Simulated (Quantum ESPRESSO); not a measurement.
Crystal: Be.

```
CELL_PARAMETERS angstrom
2.28530 0.00000 0.00000
-1.14265 1.97913 0.00000
0.00000 0.00000 3.58420
ATOMIC_POSITIONS crystal
Be 0.66667 0.33333 0.75000
Be 0.33333 0.66667 0.25000
```

```yaml
Program: Quantum ESPRESSO 7.5
Task: relaxation of cell and atoms
Functional: revPBE
Dispersion: D3(BJ)
Potentials_or_basis: PseudoDojo 0.4.1 SR PBE standard
Cutoff: 1197 eV
Density_cutoff: 4789 eV
k_mesh: 13 × 13 × 8
Occupations: fermi-dirac, width 0.05 eV
Spin: no spin polarisation
```

At the start: pressure -12.1 GPa; volume 8.11 Å³/atom.

Task: How do energy, volume and symmetry change on relaxing?

Result: Over 6 steps the energy falls by 32.6 meV/atom and the volume is 7.30 Å³/atom (-9.9 %); space group P6_3/mmc (No. 194, to 0.05 Å).

The path:
| step | energy change (eV) | largest force (eV/Å) | pressure (GPa) | volume (Å³) |
| --- | --- | --- | --- | --- |
| 1 | 0.0000 | 0.0000 | -12.15 | 16.21 |
| 2 | -0.0152 | 0.0000 | -10.85 | 16.00 |
| 3 | -0.0646 | 0.0000 | 0.95 | 14.51 |
| 4 | -0.0650 | 0.0000 | -0.08 | 14.62 |
| 5 | -0.0651 | 0.0000 | -0.09 | 14.62 |
| 6 | -0.0652 | 0.0000 | -0.01 | 14.60 |

Final structure:
```cif
data_structure
_symmetry_space_group_name_H-M 'P 1'
_symmetry_Int_Tables_number 1
_cell_length_a 2.2050
_cell_length_b 2.2050
_cell_length_c 3.4683
_cell_angle_alpha 90.000
_cell_angle_beta 90.000
_cell_angle_gamma 120.000
_cell_volume 14.60
loop_
_atom_site_label
_atom_site_type_symbol
_atom_site_fract_x
_atom_site_fract_y
_atom_site_fract_z
_atom_site_occupancy
Be1 Be 0.66667 0.33333 0.75000 1
Be2 Be 0.33333 0.66667 0.25000 1
```

Caveat: the potentials were made for another functional, which shifts forces and pressure; pairwise dispersion overbinds metals, which lowers pressure and volume.
